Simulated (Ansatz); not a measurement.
The system is WS2, a slab with vacuum.

```xyz
9
Lattice="3.1830 0.0000 0.0000 -1.5915 2.7565 0.0000 0.0000 0.0000 28.5322" Properties=species:S:1:pos:R:3 pbc="T T T"
W     1.5915    0.9188   12.3933
W     1.5915    0.9188   25.2662
W     0.0000    0.0000   18.8109
S     1.5915    0.9188   17.2513
S     0.0000    0.0000   10.8340
S     0.0000    0.0000   23.7059
S     1.5915    0.9188   20.3706
S     0.0000    0.0000   13.9531
S     0.0000    0.0000   26.8256
```

Base run:

| Quantity | Value |
| --- | --- |
| Program | Ansatz 0.2.0 |
| Functional | r2SCAN |
| Potentials or basis | Ansatz PAW |
| Cutoff | 500 eV (not typed: the program's choice for these potentials) |
| k mesh | 7 × 7 × 1 |
| Occupations | fermi-dirac, width 0.05 eV |
| Spin | no spin polarisation |
| Hubbard terms | W d U = 4 eV |

Its results: band gap on the k mesh 1.72 eV, indirect (least direct gap 2.32 eV); largest force 0.015 eV/Å.

Q: The run is repeated on the same cell with these changes: hubbard terms from W d U = 4 eV to W d U = 2 eV. What comes out?

A: Band gap on the k mesh 1.65 eV, indirect (least direct gap 2.44 eV); largest force 0.027 eV/Å.

Caveats: odd divisions of the mesh miss points on the zone boundary, where band edges often lie, so the gap on the mesh can be too wide; spin-orbit coupling is left out, which moves the levels of the heavy elements; the PAW data sets come from PBE, with cores solved anew for the run's functional, which leaves a small shift of forces and pressure.

A k mesh can miss the band edges.
